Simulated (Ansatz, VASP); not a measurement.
## Cross-check of SiC (wurtzite SiC, size series) between VASP and Ansatz

Aim: how closely do two programs agree when they are given the same cell, functional and k mesh? The cell is taken from a series of runs on this material, whose earlier steps may have relaxed, scaled, displaced or heated it; both programs get it as it stands.

Calculated with Ansatz 0.2.0; plane waves, with VASP 6.6.1 beside it; single point at PBEsol.

### 1. Starting point

The cell holds 144 atoms: 72 Si and 72 C. Its edges and angles: a = 9.228 Å, b = 9.228 Å, c = 19.990 Å, α = 90.0°, β = 90.0°, γ = 120.0°. It derives from SiC (wurtzite), repeated 3×3×4. As first built, before any earlier steps moved the atoms (in the runner's words): wurtzite SiC (a = 3.076 A, c = 5.048 A), 3 x 3 x 4 conventional cells; ideal positions.

### 2. Ansatz: single point, PBEsol

Ansatz runs on its PAW soft_1 files.

A single point gives forces, pressure and levels at one fixed geometry, so differences don't come from the geometry; what else differs is listed under the comparison.

input.yaml reads:

```yaml
crystal:
  lattice:
    - [9.228, 0.0, 0.0]
    - [-4.614, 7.9916824261228, 0.0]
    - [0.0, 0.0, 19.99008]
  atoms:
    - { symbol: Si, position: [6.625641450929612e-21, 1.3251282901859355e-20, 0.0002834378378403764] }
    - { symbol: C, position: [0.11111111111111108, 0.22222222222222215, 0.030966562162159633] }
    - { symbol: Si, position: [0.11111111111111108, 0.22222222222222215, 0.12528343783784038] }
    - { symbol: C, position: [-6.625641450929654e-21, -1.3251282901859403e-20, 0.15596656216215968] }
    - { symbol: Si, position: [6.625641450929633e-21, 1.3251282901859371e-20, 0.2502834378378404] }
    - { symbol: C, position: [0.11111111111111108, 0.22222222222222215, 0.28096656216215965] }
    - { symbol: Si, position: [0.11111111111111108, 0.22222222222222215, 0.3752834378378404] }
    - { symbol: C, position: [-6.625641450929653e-21, -1.3251282901859403e-20, 0.4059665621621596] }
    - { symbol: Si, position: [6.625641450929642e-21, 1.3251282901859376e-20, 0.5002834378378404] }
    - { symbol: C, position: [0.11111111111111108, 0.22222222222222215, 0.5309665621621596] }
    - { symbol: Si, position: [0.11111111111111108, 0.22222222222222215, 0.6252834378378406] }
    - { symbol: C, position: [-6.625641450929658e-21, -1.32512829018594e-20, 0.6559665621621598] }
    - { symbol: Si, position: [6.625641450929636e-21, 1.3251282901859368e-20, 0.7502834378378405] }
    - { symbol: C, position: [0.11111111111111108, 0.22222222222222215, 0.7809665621621596] }
    - { symbol: Si, position: [0.11111111111111108, 0.22222222222222215, 0.8752834378378405] }
    - { symbol: C, position: [-6.625641450929642e-21, -1.3251282901859406e-20, 0.9059665621621595] }
    - { symbol: Si, position: [-7.285109734442365e-17, 0.3333333333333332, 0.00028343783784037633] }
    - { symbol: C, position: [0.11111111111111101, 0.5555555555555554, 0.030966562162159633] }
    - { symbol: Si, position: [0.11111111111111101, 0.5555555555555554, 0.12528343783784038] }
    - { symbol: C, position: [-7.285109734442365e-17, 0.3333333333333332, 0.15596656216215968] }
    - { symbol: Si, position: [-7.285109734442365e-17, 0.3333333333333332, 0.2502834378378404] }
    - { symbol: C, position: [0.11111111111111101, 0.5555555555555554, 0.28096656216215965] }
    - { symbol: Si, position: [0.11111111111111101, 0.5555555555555554, 0.3752834378378404] }
    - { symbol: C, position: [-7.285109734442365e-17, 0.3333333333333332, 0.4059665621621596] }
    - { symbol: Si, position: [-7.285109734442365e-17, 0.3333333333333332, 0.5002834378378404] }
    - { symbol: C, position: [0.11111111111111101, 0.5555555555555554, 0.5309665621621596] }
    - { symbol: Si, position: [0.11111111111111101, 0.5555555555555554, 0.6252834378378406] }
    - { symbol: C, position: [-7.285109734442365e-17, 0.3333333333333332, 0.6559665621621598] }
    - { symbol: Si, position: [-7.285109734442365e-17, 0.3333333333333332, 0.7502834378378405] }
    - { symbol: C, position: [0.11111111111111101, 0.5555555555555554, 0.7809665621621596] }
[... 108 atom lines left out ...]
    - { symbol: Si, position: [0.7777777777777777, 0.8888888888888886, 0.6252834378378406] }
    - { symbol: C, position: [0.6666666666666665, 0.6666666666666664, 0.6559665621621598] }
    - { symbol: Si, position: [0.6666666666666665, 0.6666666666666664, 0.7502834378378405] }
    - { symbol: C, position: [0.7777777777777777, 0.8888888888888886, 0.7809665621621596] }
    - { symbol: Si, position: [0.7777777777777777, 0.8888888888888886, 0.8752834378378405] }
    - { symbol: C, position: [0.6666666666666665, 0.6666666666666664, 0.9059665621621595] }
kpoints:
  mp_grid:
    grid: [1, 1, 1]
hamiltonian:
  xc: pbesol
  pseudopotentials:
    kind: paw
    xc_functional: pbe
    azcp:
      folder: "./paw"
scf:
  occupations:
    method: fixed
output:
  forces: true
  stress: true
  eigenvalues: true
```

Command:

```
$ python curve.py
```

### 3. VASP: single point, PBEsol

The same cell, functional and mesh now go to VASP, with its own data sets.

Lines of VASP's logs that name or quote its potential files are left out, and so is its time.

INCAR reads:

```
SYSTEM = SiC
PREC = Accurate
ENCUT = 600
EDIFF = 1E-06
NELM = 120
ISMEAR = 0
SIGMA = 0.01
LREAL = Auto
ALGO = Normal
GGA = PS
NBANDS = 388
LORBIT = 11
LWAVE = .FALSE.
LCHARG = .FALSE.
ISIF = 2
LASPH = .TRUE.
GGA_COMPAT = .FALSE.
EFERMI = MIDGAP
```

POSCAR reads:

```
SiC
1.0
    9.2280000000      0.0000000000      0.0000000000
   -4.6140000000      7.9916820000      0.0000000000
    0.0000000000      0.0000000000     19.9900800000
Si C
72 72
Direct
    0.0000000000      0.0000000000      0.0002830000
    0.1111110000      0.2222220000      0.1252830000
    0.0000000000      0.0000000000      0.2502830000
    0.1111110000      0.2222220000      0.3752830000
    0.0000000000      0.0000000000      0.5002830000
    0.1111110000      0.2222220000      0.6252830000
    0.0000000000      0.0000000000      0.7502830000
    0.1111110000      0.2222220000      0.8752830000
    0.0000000000      0.3333330000      0.0002830000
    0.1111110000      0.5555560000      0.1252830000
    0.0000000000      0.3333330000      0.2502830000
    0.1111110000      0.5555560000      0.3752830000
    0.0000000000      0.3333330000      0.5002830000
    0.1111110000      0.5555560000      0.6252830000
    0.0000000000      0.3333330000      0.7502830000
    0.1111110000      0.5555560000      0.8752830000
    0.0000000000      0.6666670000      0.0002830000
    0.1111110000      0.8888890000      0.1252830000
    0.0000000000      0.6666670000      0.2502830000
    0.1111110000      0.8888890000      0.3752830000
    0.0000000000      0.6666670000      0.5002830000
    0.1111110000      0.8888890000      0.6252830000
    0.0000000000      0.6666670000      0.7502830000
    0.1111110000      0.8888890000      0.8752830000
    0.3333330000      0.0000000000      0.0002830000
    0.4444440000      0.2222220000      0.1252830000
    0.3333330000      0.0000000000      0.2502830000
    0.4444440000      0.2222220000      0.3752830000
    0.3333330000      0.0000000000      0.5002830000
    0.4444440000      0.2222220000      0.6252830000
[... 108 atom lines left out ...]
    0.7777780000      0.8888890000      0.2809670000
    0.6666670000      0.6666670000      0.4059670000
    0.7777780000      0.8888890000      0.5309670000
    0.6666670000      0.6666670000      0.6559670000
    0.7777780000      0.8888890000      0.7809670000
    0.6666670000      0.6666670000      0.9059670000
```

KPOINTS reads:

```
Automatic mesh
0
Gamma
1 1 1
0 0 0
```

PAW data sets: Si and C (PBE family, release 64).

Command:

```
$ export OMP_NUM_THREADS=3
$ mpirun -np 1 vasp_gam
```

Output:

```text
[banner, memory and clock lines left out]
running    1 mpi-ranks, on    1 nodes
[...]
Offloading initialized ...    1 GPUs detected
[...]
|                                                                             |
|               ----> ADVICE to this user running VASP <----                  |
|                                                                             |
|     You enforced a specific xc type in the INCAR file but a different       |
|     [... a line on the potential file left out ...]
|     I HOPE YOU KNOW WHAT YOU ARE DOING!                                     |
|                                                                             |

 LDA part: xc-table for (Slater+PW92), standard interpolation
 POSCAR, INCAR and KPOINTS ok, starting setup
[...]
entering main loop
       N       E                     dE             d eps       ncg     rms          rms(c)
DAV:   1     0.362119366217E+04    0.36212E+04   -0.33051E+05   776   0.161E+03
DAV:   2    -0.855309856298E+03   -0.44765E+04   -0.41918E+04   988   0.299E+02
DAV:   3    -0.125675133155E+04   -0.40144E+03   -0.39671E+03   936   0.846E+01
DAV:   4    -0.126702075984E+04   -0.10269E+02   -0.10226E+02   928   0.146E+01
[...]
DAV:  13    -0.112616998518E+04   -0.10308E-04   -0.55414E-06   864   0.316E-03    0.128E-02
DAV:  14    -0.112616998397E+04    0.12111E-05   -0.55444E-07   520   0.101E-03    0.278E-03
DAV:  15    -0.112616998372E+04    0.25060E-06   -0.36024E-07   520   0.825E-04
   1 F= -.11261700E+04 E0= -.11261700E+04  d E =0.000000E+00
```

Parts of OUTCAR (step 3):

```text
  FREE ENERGIE OF THE ION-ELECTRON SYSTEM (eV)
  ---------------------------------------------------
  free  energy   TOTEN  =     -1126.1699837196 eV

  energy  without entropy=    -1126.1699837196  energy(sigma->0) =    -1126.16998372
```

The run ends at a pressure of 3.21 GPa, with forces up to 0.10 eV/Å.

### 4. Comparison

Known differences besides the potentials themselves: fixed occupations in Ansatz, narrow Gaussian smearing in VASP; Ansatz makes its cores anew for this functional, VASP keeps those of its PBE data sets; Ansatz takes its cutoff from its data sets, VASP runs at 600 eV. Total energies have different zeros and are not compared.

The two programs side by side:

```csv
quantity,Ansatz,VASP,difference
pressure (GPa),2.99,3.21,-0.21
gap on the k mesh (eV),2.113,2.102,+0.011
```

Forces on 7 of the 144 atoms, those with the largest forces and the largest differences (eV/Å; atoms numbered as in POSCAR):

```csv
atom,"Ansatz x, y, z","VASP x, y, z"
Si1,"0.000, 0.000, 0.101","0.000, 0.000, 0.103"
Si2,"0.000, 0.000, 0.101","0.000, 0.000, 0.103"
Si3,"0.000, 0.000, 0.101","0.000, 0.000, 0.103"
Si4,"0.000, 0.000, 0.101","0.000, 0.000, 0.103"
Si5,"0.000, 0.000, 0.101","0.000, 0.000, 0.103"
Si6,"0.000, 0.000, 0.101","0.000, 0.000, 0.103"
Si7,"0.000, 0.000, 0.101","0.000, 0.000, 0.103"
```

The forces differ by 1.2 meV/Å r.m.s., which is 1.9 % of the r.m.s. force of 0.060 eV/Å (both taken over all components). A gap on the mesh is an upper bound, since the band edges may lie between its points.

### 5. Summary of results

| Quantity | Value |
| --- | --- |
| r.m.s. force difference (single point, PBEsol) | 1.2 meV/Å |

The r.m.s. force difference is 1.2 meV/Å (single point, PBEsol), within the 12 meV/Å picked in this series as the mark of a large difference. Such differences can come from data sets, numerical settings and the points named under the comparisons, not from the functional's error against experiment.

[Lines on the potential files, build, host, timing and source positions are cut from VASP's logs without a mark.]

[Logs are printed without paths, hosts, clocks, repeated set-up lines and the standing remarks that a program may print on its own settings, such as how far it seeks lower states.]

[Hosts, paths, dates, database ids (printed as entryN), source tags and the programs' standing remarks are cut or masked in the printed files.]
